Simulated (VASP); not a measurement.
# CdS (Greenockite) (P6_3mc) in VASP: a series of runs

The runs below take CdS (Greenockite) through single point, with PBE.

All numbers are computed with VASP 6.6.1; they aren't measurements. Logs are shortened: lines on timing, memory, paths and dates and some standing lists are left out, and cuts for length are marked.

**The experiment to reproduce.**

From “Isotope dependence of band-gap energy”, 2008, arxiv:0807.2152, for a bulk crystal of CdS: band gap 2.5809 ± 0.0002 eV.

The results are compared with them further down.

## (1) Starting point

Symmetry: P6_3mc, No. 186, hexagonal system. The conventional cell has a = 4.150 Å, b = 4.150 Å, c = 6.737 Å, α = 90.00°, β = 90.00°, γ = 120.00°. Cd (site symmetry 3m) has 4 S at 2.53 to 2.54 Å as nearest neighbours. Around S (site symmetry 3m) lie 4 Cd at 2.53 to 2.54 Å.

## (2) Single point, PBE

Contents of INCAR:

```
SYSTEM = CdS
  PREC = Accurate
  ENCUT = 450
  EDIFF = 1E-6
  ISMEAR = 0
  SIGMA = 0.02
  LREAL = .FALSE.
  LASPH = .TRUE.
  NELM = 100
  ALGO = Normal
  ISIF = 2
  LWAVE = .FALSE.
  LCHARG = .FALSE.
  GGA = PE
  NBANDS = 26
```

Contents of KPOINTS:

```
Automatic mesh
0
G
  4 4 2
  0 0 0
```

Contents of POSCAR:

```
CdS
1.0
    4.1500000000      0.0000000000      0.0000000000
   -2.0750000000      3.5940054257      0.0000000000
    0.0000000000      0.0000000000      6.7370000000
Cd S
2 2
Direct
    0.6666666667      0.3333333333      0.5000000000
    0.3333333333      0.6666666667      0.0000000000
    0.6666666667      0.3333333333      0.8750000000
    0.3333333333      0.6666666667      0.3750000000
```

Potentials or basis: VASP PAW PBE potentials, release 64 (Cd_GW, S_GW).

On the command line:

```console
cat potpaw_PBE.64/Cd_GW/POTCAR potpaw_PBE.64/S_GW/POTCAR > POTCAR
mpirun -np 1 vasp_std > vasp.out
```

OUTCAR:

```text
SYSTEM = CdS
   PREC = Accurate
   ENCUT = 450
   EDIFF = 1E-6
   ISMEAR = 0
   LREAL = .FALSE.
   LASPH = .TRUE.
   NELM = 100
   ISIF = 2
   GGA = PE

 ion  position               nearest neighbor table
   1  0.667  0.333  0.500-   3 2.53   4 2.54   4 2.54   4 2.54
   2  0.333  0.667  0.000-   4 2.53   3 2.54   3 2.54   3 2.54
   3  0.667  0.333  0.875-   1 2.53   2 2.54   2 2.54   2 2.54
   4  0.333  0.667  0.375-   2 2.53   1 2.54   1 2.54   1 2.54

  LATTYP: Found a hexagonal cell.
 ALAT       =     4.1500000000
 C/A-ratio  =     1.6233734940

  Lattice vectors:

 A1 = (   4.1500000000,   0.0000000000,   0.0000000000)
 A2 = (  -2.0750000000,   3.5940054257,   0.0000000000)
 A3 = (   0.0000000000,   0.0000000000,   6.7370000000)

Analysis of symmetry for initial positions (statically):
=====================================================================
 Subroutine PRICEL returns:
 Original cell was already a primitive cell.

 Routine SETGRP: Setting up the symmetry group for a
 hexagonal supercell.

 Subroutine GETGRP returns: Found 12 space group operations
 (whereof  6 operations were pure point group operations)
 out of a pool of 24 trial point group operations.

The static configuration has the point symmetry C_3v.
 The point group associated with its full space group is C_6v.

Analysis of symmetry for dynamics (positions and initial velocities):
=====================================================================
 Subroutine PRICEL returns:
 Original cell was already a primitive cell.

 Routine SETGRP: Setting up the symmetry group for a
 hexagonal supercell.

 Subroutine GETGRP returns: Found 12 space group operations
 (whereof  6 operations were pure point group operations)
 out of a pool of 24 trial point group operations.

The dynamic configuration has the point symmetry C_3v.
 The point group associated with its full space group is C_6v.

 Subroutine INISYM returns: Found 12 space group operations
 (whereof  6 operations are pure point group operations),
 and found     1 'primitive' translations

----------------------------------------------------------------------------------------

                                     Primitive cell

  volume of cell :     100.4832

  direct lattice vectors                    reciprocal lattice vectors
     4.150000000  0.000000000  0.000000000     0.240963855  0.139120547  0.000000000
    -2.075000000  3.594005426  0.000000000     0.000000000  0.278241094  0.000000000
     0.000000000  0.000000000  6.737000000     0.000000000  0.000000000  0.148434021

  length of vectors
     4.150000000  4.150000000  6.737000000     0.278241094  0.278241094  0.148434021

  position of ions in fractional coordinates (direct lattice)
     0.666666667  0.333333333  0.500000000
     0.333333333  0.666666667  0.000000000
     0.666666667  0.333333333  0.875000000
     0.333333333  0.666666667  0.375000000

  ion indices of the primitive-cell ions
   primitive index   ion index
                 1           1
                 2           2
                 3           3
                 4           4

----------------------------------------------------------------------------------------

 KPOINTS: Automatic mesh

Automatic generation of k-mesh.
 Grid dimensions read from file:
 generate k-points for:    4    4    2

 Generating k-lattice:

  Cartesian coordinates                     Fractional coordinates (reciprocal lattice)
     0.060240964  0.034780137  0.000000000     0.250000000  0.000000000  0.000000000
     0.000000000  0.069560273  0.000000000     0.000000000  0.250000000  0.000000000
     0.000000000  0.000000000  0.074217011     0.000000000  0.000000000  0.500000000

  Length of vectors
     0.069560273  0.069560273  0.074217011

  Shift w.r.t. Gamma in fractional coordinates (k-lattice)
     0.000000000  0.000000000  0.000000000

 Subroutine IBZKPT returns following result:
 ===========================================

 Found      8 irreducible k-points:

 Following reciprocal coordinates:
            Coordinates               Weight
  0.000000  0.000000  0.000000      1.000000
  0.250000 -0.000000  0.000000      6.000000
  0.500000 -0.000000  0.000000      3.000000
  0.250000  0.250000  0.000000      6.000000
  0.000000  0.000000  0.500000      1.000000
  0.250000 -0.000000  0.500000      6.000000
  0.500000 -0.000000  0.500000      3.000000
  0.250000  0.250000  0.500000      6.000000
   k-points           NKPTS =      8   k-points in BZ     NKDIM =      8   number of bands    NBANDS=     26
   number of dos      NEDOS =    301   number of ions     NIONS =      4
   total plane-waves  NPLWV =  43200
   dimension x,y,z NGX =    30 NGY =   30 NGZ =   48
   dimension x,y,z NGXF=    60 NGYF=   60 NGZF=   96
   ions per type =               2   2
   NGX,Y,Z   is equivalent  to a cutoff of  12.02, 12.02, 11.84 a.u.
   NGXF,Y,Z  is equivalent  to a cutoff of  24.04, 24.04, 23.69 a.u.
 SYSTEM =  CdS
   PREC   = accura    normal or accurate (medium, high low for compatibility)
   ISTART =      0    job   : 0-new  1-cont  2-samecut
   ICHARG =      2    charge: 1-file 2-atom 10-const
   ISPIN  =      1    spin polarized calculation?
   LNONCOLLINEAR =      F non collinear calculations
   LSORBIT =      F    spin-orbit coupling
   LASPH  =      T    aspherical Exc in radial PAW
   ENCUT  =  450.0 eV  33.07 Ry    5.75 a.u.   7.18  7.18 11.65*2*pi/ulx,y,z
   NELM   =    100;   NELMIN=  2; NELMDL= -5     # of ELM steps
   EDIFF  = 0.1E-05   stopping-criterion for ELM
   LREAL  =      F    real-space projection
   EDIFFG = 0.1E-04   stopping-criterion for IOM
   NSW    =      0    number of steps for IOM
   IBRION =     -1    ionic relax: 0-MD 1-quasi-New 2-CG
   NFREE  =      0    steps in history (QN), initial steepest desc. (CG)
   ISIF   =      2    stress and relaxation
   ISYM   =      2    0-nonsym 1-usesym 2-fastsym
   POTIM  = 0.5000    time-step for ionic-motion
   TEBEG  =    0.0;   TEEND  =   0.0 temperature during run
   PSTRESS=    0.0 pullay stress
   NELECT =      36.0000    total number of electrons
   NUPDOWN=      -1.0000    fix difference up-down
   EMIN   =  10.00;   EMAX   =-10.00  energy-range for DOS
   EFERMI =   0.00;   METHOD = LEGACY
   ISMEAR =     0;   SIGMA  =   0.02  broadening in eV -4-tet -1-fermi 0-gaus
   EFERMI_NEDOS =   21; number of points for ismear=-14 and -15
   IALGO  =     38    algorithm
   IMIX   =      4    mixing-type and parameters
     AMIX     =   0.40;   BMIX     =  1.00
     AMIX_MAG =   1.60;   BMIX_MAG =  1.00
  volume/ion in A,a.u.               =      25.12       169.52
  Fermi-wavevector in a.u.,A,eV,Ry     =   1.162727  2.197236 18.394190  1.351935
  Thomas-Fermi vector in A             =   2.299285
   LORBIT       =      0    0 simple, 1 ext, 2 COOP (PROOUT), +10 PAW based schemes
   GGA     = PE    functional components
   LHFCALC =     F    Hartree Fock is set to
   AEXX    =    0.0000 exact exchange contribution
   IVDW    =     0    specifies the selected vdW correction
   LEPSILON=     F    determine dielectric tensor
   LRPA    =     F    only Hartree local field effects (RPA)
 non-spin polarized calculation
 Gauss-broadening in eV      SIGMA  =   0.02
  energy-cutoff  :      450.00
  volume of cell :      100.48
 maximum number of plane-waves:      2189
 NGX is ok and might be reduce to    30
   NGX = 15   NGY = 15   NGZ = 23

 number of electron      36.0000013 magnetization

 Free energy of the ion-electron system (eV)
  ---------------------------------------------------
  ext. energy  EPLUGINS =         0.00000000
  ---------------------------------------------------
  free energy    TOTEN  =       -12.31443408 eV

  energy without entropy =      -12.31443408  energy(sigma->0) =      -12.31443408

 E-fermi :   2.6302     XC(G=0):  -9.1083

 val. band max:        2.5368428641   @ k =   0.0000   0.0000   0.0000
 cond. band min:       3.7241462097   @ k =   0.0000   0.0000   0.0000
 fundamental gap:      1.1873033456
 Fermi energy:         2.6302457848

 k-point     1 :       0.0000    0.0000    0.0000
  band No.  band energies     occupation
      1      -9.7566      2.00000
      2      -9.3298      2.00000
      3      -5.1443      2.00000
      4      -5.1220      2.00000
      5      -5.1220      2.00000
      6      -5.0366      2.00000
[... 18 lines left out ...]
     25      10.0892      0.00000
     26      10.2112      0.00000

 k-point     2 :       0.2500   -0.0000    0.0000
  band No.  band energies     occupation
      1      -9.5672      2.00000
      2      -9.2553      2.00000
      3      -5.0804      2.00000
      4      -5.0570      2.00000
      5      -4.9790      2.00000
      6      -4.9321      2.00000
[... 18 lines left out ...]
     25      10.5132      0.00000
     26      10.9955      0.00000

 k-point     3 :       0.5000   -0.0000    0.0000
  band No.  band energies     occupation
      1      -9.3454      2.00000
      2      -9.2117      2.00000
      3      -5.0395      2.00000
      4      -5.0184      2.00000
      5      -4.8418      2.00000
      6      -4.8315      2.00000
[... 18 lines left out ...]
     25      10.8875      0.00000
     26      12.6731      0.00000

 k-point     4 :       0.2500    0.2500    0.0000
  band No.  band energies     occupation
      1      -9.3473      2.00000
      2      -9.2123      2.00000
      3      -5.0567      2.00000
      4      -4.9763      2.00000
      5      -4.8785      2.00000
      6      -4.8457      2.00000
[... 18 lines left out ...]
     25      10.3554      0.00000
     26      11.9090      0.00000

 k-point     5 :       0.0000    0.0000    0.5000
  band No.  band energies     occupation
      1      -9.5393      2.00000
      2      -9.5393      2.00000
      3      -5.0860      2.00000
      4      -5.0860      2.00000
      5      -5.0860      2.00000
      6      -5.0860      2.00000
[... 18 lines left out ...]
     25       9.3384      0.00000
     26       9.3384      0.00000

 k-point     6 :       0.2500   -0.0000    0.5000
  band No.  band energies     occupation
      1      -9.4036      2.00000
      2      -9.4036      2.00000
      3      -5.0232      2.00000
      4      -5.0232      2.00000
      5      -4.9966      2.00000
      6      -4.9966      2.00000
[... 18 lines left out ...]
     25      10.2628      0.00000
     26      10.2628      0.00000

 k-point     7 :       0.5000   -0.0000    0.5000
  band No.  band energies     occupation
      1      -9.2682      2.00000
      2      -9.2682      2.00000
      3      -5.0086      2.00000
      4      -5.0086      2.00000
      5      -4.9208      2.00000
      6      -4.9208      2.00000
[... 18 lines left out ...]
     25      10.8768      0.00000
     26      10.8768      0.00000

 k-point     8 :       0.2500    0.2500    0.5000
  band No.  band energies     occupation
      1      -9.2694      2.00000
      2      -9.2694      2.00000
      3      -4.9756      2.00000
      4      -4.9756      2.00000
      5      -4.9319      2.00000
      6      -4.9319      2.00000
[... 18 lines left out ...]
     25      10.7831      0.00000
     26      10.7831      0.00000

------------------------ aborting loop because EDIFF is reached ----------------------------------------

  FORCE on cell =-STRESS in cart. coord.  units (eV):
  Direction    XX          YY          ZZ          XY          YZ          ZX
  --------------------------------------------------------------------------------------
  -------------------------------------------------------------------------------------
  Total        1.2216117      1.2216117      1.4756449      0.0000000     -0.0000000      0.0000000
  in kB       19.4782705     19.4782705     23.5287610      0.0000000     -0.0000000      0.0000000
  external PRESSURE =      20.8284340 kB  Pullay stress =       0.0000000 kB

 VOLUME and BASIS-vectors are now :
 -----------------------------------------------------------------------------
  energy-cutoff  :      450.00
  volume of cell :      100.48
      direct lattice vectors                 reciprocal lattice vectors
     4.150000000  0.000000000  0.000000000     0.240963855  0.139120547  0.000000000
    -2.075000000  3.594005426  0.000000000     0.000000000  0.278241094  0.000000000
     0.000000000  0.000000000  6.737000000     0.000000000  0.000000000  0.148434021

 POSITION                                       TOTAL-FORCE (eV/Angst)
 -----------------------------------------------------------------------------------
      2.07500      1.19800      3.36850        -0.000000      0.000000     -0.054770
     -0.00000      2.39600      0.00000        -0.000000      0.000000     -0.054770
      2.07500      1.19800      5.89487         0.000000     -0.000000      0.054770
     -0.00000      2.39600      2.52637         0.000000      0.000000      0.054770
 -----------------------------------------------------------------------------------
    total drift:                               -0.000000     -0.000000     -0.000855

  FREE ENERGIE OF THE ION-ELECTRON SYSTEM (eV)
  ---------------------------------------------------
  free  energy   TOTEN  =       -12.3144340798 eV

  energy  without entropy=      -12.3144340798  energy(sigma->0) =      -12.31443408
```

Run time: 50 s. Hardware: 1 thread of Intel Xeon Platinum 8488C (Sapphire Rapids), shared host; peak memory 0.2 GiB.

What came out:

```yaml
Free_energy: -12.3144 eV
Pressure: 2.1 GPa
Largest_force: 0.055 eV/Å
Band_gap_on_the_k_mesh: 1.19 eV, direct
```

Forces on the atoms (eV/Å):
```
Cd   0.000  0.000 -0.055
Cd   0.000  0.000 -0.055
S    0.000  0.000  0.055
S    0.000  0.000  0.055
```

Levels at points of the mesh, in eV from the valence-band top:
```tsv
k point	band 16	band 17	band 18	band 19	band 20	band 21
(0.00, 0.00, 0.00)	-0.04	0.00	0.00	1.19	2.78	6.45
(0.50, 0.00, 0.00)	-1.85	-1.28	-0.73	3.69	3.88	5.11
(0.00, 0.00, 0.50)	-0.39	-0.39	-0.39	2.83	2.83	6.17
(0.50, 0.00, 0.50)	-1.32	-1.31	-1.31	3.47	3.47	5.38
```

Caveat: the k mesh is coarse (spacing up to 0.47 Å⁻¹), so the values aren't converged. Expect the measured gap to be larger: semilocal functionals such as PBE lack the derivative discontinuity.

## (3) Single point, PBE

Contents of INCAR:

```
  PREC = Accurate
  ENCUT = 520
  EDIFF = 1E-7
  ISMEAR = 0
  SIGMA = 0.011
  LREAL = False
  LASPH = True
  NELM = 80
  ALGO = Normal
  ISIF = 2
  LWAVE = False
  LCHARG = False
  GGA = PE
```

Contents of KPOINTS:

```
Automatic mesh
0
Gamma
  7 7 4
```

POSCAR is that of step 2.

Potentials or basis: VASP PAW PBE potentials, release 64 (Cd, S).

On the command line:

```console
cat potpaw_PBE.64/Cd/POTCAR potpaw_PBE.64/S/POTCAR > POTCAR
mpirun -np 1 vasp_std > vasp.out
```

It took 46 s on 1 thread of Intel Xeon Platinum 8488C (Sapphire Rapids), shared host; peak memory 0.23 GiB.

It converged, with:

| Quantity | Value |
| --- | --- |
| Free energy | -12.2671 eV |
| Pressure | 2.4 GPa |
| Largest force | 0.069 eV/Å |
| Band gap on the k mesh | 1.20 eV, direct |

Forces in eV/Å, atoms in the order of the input:
```
Cd   0.000  0.000 -0.069
Cd   0.000  0.000 -0.069
S    0.000  0.000  0.069
S    0.000  0.000  0.069
```

Stress tensor (GPa, compression positive):
```
2.20 0.00 0.00
0.00 2.20 0.00
0.00 0.00 2.86
```

Levels at points of the mesh, in eV from the valence-band top:
| k point | band 15 | band 16 | band 17 | band 18 | band 19 | band 20 | band 21 | band 22 |
| --- | --- | --- | --- | --- | --- | --- | --- | --- |
| (0.00, 0.00, 0.00) | -0.76 | -0.04 | 0.00 | 0.00 | 1.20 | 2.79 | 6.47 | 6.47 |
| (0.00, 0.00, 0.50) | -0.39 | -0.39 | -0.39 | -0.39 | 2.85 | 2.85 | 6.20 | 6.20 |

## (4) The reference run

An earlier run on the cell as given: functional PBEsol; potentials or basis VASP PAW PBE potentials, release 64 (Cd, S); cutoff 520 eV; k mesh 7 × 7 × 4; occupations fermi-dirac, width 0.05 eV; no spin polarisation.

* Pressure: -0.6 GPa
* Largest force: 0.067 eV/Å
* Band gap on the k mesh: 1.06 eV, direct

## (5) Overview

```csv
level,potentials or basis,k mesh,cutoff (eV),smearing,ladder,mesh quality,gap on the mesh (eV),pressure (GPa),largest force (eV/Å)
PBE,"VASP PAW PBE potentials, release 64 (Cd_GW, S_GW)",4 × 4 × 2,450,gaussian 0.02 eV,-,coarse,1.19,2.1,0.05
PBE,"VASP PAW PBE potentials, release 64 (Cd, S)",7 × 7 × 4,520,gaussian 0.011 eV,-,not flagged,1.20,2.4,0.07
PBEsol,"VASP PAW PBE potentials, release 64 (Cd, S)",7 × 7 × 4,520,fermi-dirac 0.05 eV,free,not flagged,1.06,-0.6,0.07
```

Alike in all rows: task single point; no spin polarisation; cell as given.

Caveats: some runs use coarse meshes; the PAW data sets were made with another functional, which shifts forces and pressure a little (some runs).

Total energies depend on the potentials used, so only differences within one code and one set of settings carry meaning.

## (6) How close it comes

Step 3. Against the measured gap of CdS, 2.5809 eV (quoted in “Isotope dependence of band-gap energy”, 2008, arxiv:0807.2152), the calculated 1.20 eV is off by -1.38 eV. So large a miss can be the level of theory's own, or it may mean another phase, state or a wrong row. Spin-orbit coupling on Cd is left out. The value is that of PBE, without temperature or zero-point motion. Semilocal functionals fall short of measured gaps as a rule.
